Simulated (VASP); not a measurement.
**BaO: NMR shieldings**

Wanted: the shieldings and field gradients at the nuclei of BaO. The cell is of the rock-salt type, one of the forms listed for this formula, which need not be the common one. The start is a cell from a database of measured crystal structures.

Calculated with VASP 6.6.1; PBE; plane waves and PAW (Ba_sv, O), in the first sound run; inputs show where later runs differ.

The database entry behind the starting cell differs from later determinations by our own check (about 0.7 % short), so it need not match the best structure at ambient conditions.

## 1. The structure

Symmetry: Fm-3m, No. 225, cubic system. The conventional cell has a = 5.500 Å, b = 5.500 Å, c = 5.500 Å, α = 90.00°, β = 90.00°, γ = 90.00°. Nearest to Ba lie 6 O at 2.75 Å. Nearest to O lie 6 Ba at 2.75 Å. Farther neighbours and most contacts between anions are not listed.

## 2. Ground state

A ground-state run shows first whether the cell has a gap, which the next steps need; its size sets how fine their mesh has to be.

The input, INCAR:

```
SYSTEM = BaO
PREC = Accurate
ENCUT = 520
EDIFF = 1E-07
NELM = 100
ISMEAR = 0
SIGMA = 0.01
LREAL = .FALSE.
ALGO = Normal
GGA = PE
NBANDS = 14
LORBIT = 11
LWAVE = .FALSE.
LCHARG = .FALSE.
KPAR = 2
```

The input, POSCAR:

```
BaO
1.0
    0.0000000000      2.7500000000      2.7500000000
    2.7500000000      0.0000000000      2.7500000000
    2.7500000000      2.7500000000      0.0000000000
Ba O
1 1
Direct
    0.0000000000      0.0000000000      0.0000000000
    0.5000000000      0.5000000000      0.5000000000
```

The input, KPOINTS:

```
Automatic mesh
0
Gamma
6 6 6
0 0 0
```

Potentials, in the order of the species: Ba_sv and O (PBE family, release 64).

Started as:

```sh
mpirun -np 2 vasp_std
```

Output:

```text
[banner, memory and clock lines left out]
running    2 mpi-ranks, on    1 nodes
 distrk:  each k-point on    1 cores,    2 groups
 distr:  one band on    1 cores,    1 groups

 POSCAR found type information on POSCAR BaO
 POSCAR found :  2 types and       2 ions
 LDA part: xc-table for (Slater+PW92), standard interpolation
 POSCAR, INCAR and KPOINTS ok, starting setup
 FFT: planning ... GRIDC
 FFT: planning ... GRID_SOFT
 FFT: planning ... GRID
 WAVECAR not read
 entering main loop
       N       E                     dE             d eps       ncg     rms          rms(c)
DAV:   1     0.828929056406E+02    0.82893E+02   -0.79445E+03   448   0.106E+03
DAV:   2    -0.103000463791E+02   -0.93193E+02   -0.82306E+02   656   0.207E+02
DAV:   3    -0.143476112219E+02   -0.40476E+01   -0.40041E+01   526   0.451E+01
DAV:   4    -0.143980260402E+02   -0.50415E-01   -0.50398E-01   568   0.544E+00
DAV:   5    -0.143990757722E+02   -0.10497E-02   -0.10497E-02   508   0.639E-01    0.967E+00
DAV:   6    -0.120079475201E+02    0.23911E+01   -0.94151E+00   454   0.238E+01    0.634E+00
DAV:   7    -0.117918618495E+02    0.21609E+00   -0.69577E-01   516   0.673E+00    0.227E+00
DAV:   8    -0.117676493201E+02    0.24213E-01   -0.99925E-02   538   0.331E+00    0.540E-01
DAV:   9    -0.117688460904E+02   -0.11968E-02   -0.89411E-03   522   0.896E-01    0.167E-01
DAV:  10    -0.117700764466E+02   -0.12304E-02   -0.24424E-03   460   0.410E-01    0.466E-02
DAV:  11    -0.117700379439E+02    0.38503E-04   -0.17660E-04   538   0.130E-01    0.235E-02
DAV:  12    -0.117700452446E+02   -0.73008E-05   -0.28905E-05   460   0.475E-02    0.456E-03
DAV:  13    -0.117700453450E+02   -0.10038E-06   -0.89345E-07   544   0.836E-03    0.148E-03
DAV:  14    -0.117700455951E+02   -0.25012E-06   -0.42937E-07   466   0.539E-03    0.780E-04
DAV:  15    -0.117700455652E+02    0.29957E-07   -0.34432E-08   272   0.144E-03
   1 F= -.11770046E+02 E0= -.11770046E+02  d E =-.146687E-22
```

It took 4 s on 2 MPI ranks of Intel Xeon 6975P-C (Granite Rapids), shared host; peak memory 0.31 GiB.

The logs omit lines about the potential files and the build; timing stands in the text.

Parts of OUTCAR (step 2):

```text
ion  position               nearest neighbor table
   1  0.000  0.000  0.000-   2 2.75   2 2.75   2 2.75   2 2.75   2 2.75   2 2.75
   2  0.500  0.500  0.500-   1 2.75   1 2.75   1 2.75   1 2.75   1 2.75   1 2.75

  LATTYP: Found a face centered cubic cell.
 ALAT       =     5.5000000000

 Subroutine GETGRP returns: Found 48 space group operations
 (whereof 48 operations were pure point group operations)

The static configuration has the point symmetry O_h .

 Found     16 irreducible k-points:

   k-points           NKPTS =     16   k-points in BZ     NKDIM =     16   number of bands    NBANDS=     14

   dimension x,y,z NGX =    30 NGY =   30 NGZ =   30
   dimension x,y,z NGXF=    60 NGYF=   60 NGZF=   60

   ENCUT  =  520.0 eV  38.22 Ry    6.18 a.u.   7.23  7.23  7.23*2*pi/ulx,y,z

   NELECT =      16.0000    total number of electrons

 k-points in reciprocal lattice and weights: Automatic mesh
   0.00000000  0.00000000  0.00000000       0.005
   0.16666667  0.00000000  0.00000000       0.037
   0.33333333  0.00000000  0.00000000       0.037
   0.50000000  0.00000000  0.00000000       0.019
   0.16666667  0.16666667  0.00000000       0.028
   0.33333333  0.16666667  0.00000000       0.111
   0.50000000  0.16666667  0.00000000       0.111
  -0.33333333  0.16666667  0.00000000       0.111
  -0.16666667  0.16666667  0.00000000       0.056
[...]
-0.33333333  0.33333333  0.16666667       0.111
  -0.33333333  0.50000000  0.16666667       0.056

 average (electrostatic) potential at core
       1 -35.6547       2 -70.6858

 E-fermi :   2.0959

 k-point     1 :       0.0000    0.0000    0.0000
  band No.  band energies     occupation
    ...
      4      -8.3585      2.00000
      5      -8.3585      2.00000
      6       1.6303      2.00000
      7       1.6303      2.00000
      8       1.6303      2.00000
      9       5.6623      0.00000
     10       6.6951      0.00000
     11       6.6951      0.00000
     12       6.6951      0.00000
     13       9.0162      0.00000
    ...

 k-point     2 :       0.1667    0.0000    0.0000
  band No.  band energies     occupation
    ...
      4      -8.3908      2.00000
      5      -8.3908      2.00000
      6       1.0835      2.00000
      7       1.2845      2.00000
      8       1.2845      2.00000
      9       6.4379      0.00000
     10       6.8576      0.00000
     11       7.2133      0.00000
     12       7.2133      0.00000
     13       9.7216      0.00000
    ...

 k-point     3 :       0.3333    0.0000    0.0000
  band No.  band energies     occupation
    ...
      4      -8.4531      2.00000
      5      -8.4531      2.00000
      6       0.2793      2.00000
      7       0.7043      2.00000
      8       0.7043      2.00000
      9       6.6584      0.00000
     10       8.4627      0.00000
     11       8.4627      0.00000
     12       9.0712      0.00000
     13      11.2940      0.00000
    ...

  Total        1.2669567      1.2669567      1.2669567      0.0000000     -0.0000000      0.0000000
  in kB       48.8027476     48.8027476     48.8027476      0.0000000     -0.0000000      0.0000000
  external PRESSURE =      48.8027476 kB  Pullay stress =       0.0000000 kB

  energy-cutoff  :      520.00
  volume of cell :       41.59
      direct lattice vectors                 reciprocal lattice vectors
     0.000000000  2.750000000  2.750000000    -0.181818182  0.181818182  0.181818182
     2.750000000  0.000000000  2.750000000     0.181818182 -0.181818182  0.181818182
     2.750000000  2.750000000  0.000000000     0.181818182  0.181818182 -0.181818182

 POSITION                                       TOTAL-FORCE (eV/Angst)
 -----------------------------------------------------------------------------------
      0.00000      0.00000      0.00000         0.000000      0.000000      0.000000
      2.75000      2.75000      2.75000        -0.000000     -0.000000     -0.000000
 -----------------------------------------------------------------------------------
    total drift:                                0.000000      0.000000      0.000000

  FREE ENERGIE OF THE ION-ELECTRON SYSTEM (eV)
  ---------------------------------------------------
  free  energy   TOTEN  =       -11.7700455652 eV

  energy  without entropy=      -11.7700455652  energy(sigma->0) =      -11.77004557

 total charge
# of ion       s       p       d       tot
------------------------------------------
    1        2.019   5.629   0.352   7.999
    2        1.559   3.388   0.000   4.948
--------------------------------------------------
tot          3.578   9.017   0.352  12.947

[... 3 further parts left out ...]
```

The gap is read on the k-mesh alone, so it is an upper bound where the band edges lie off the mesh. Harder data sets than Ba_sv exist (the GW ones), and pressures, volumes and forces can shift noticeably with them.

This step gave:

* free energy (TOTEN): -11.77 eV
* Fermi energy: 2.096 eV
* pressure: 4.880 GPa
* gap on the k-mesh: 1.898 eV
* least direct gap on the k-mesh: 1.898 eV

The cell has a gap of 1.90 eV on this mesh and a pressure of +4.9 GPa, which holds the misfit of the given cell and coordinates with this functional, and any error of cutoff, mesh and data sets. Spin-orbit coupling is left out, which can shift or reorder these edges.

[end of part 1 of 3]

[Lines on the potential files, build, host, timing and source positions are cut from VASP's logs without a mark.]

[Logs are printed without paths, hosts, clocks, repeated set-up lines and the standing remarks that a program may print on its own settings, such as how far it seeks lower states.]

[Hosts, paths, dates, database ids (printed as entryN), source tags and the programs' standing remarks are cut or masked in the printed files.]
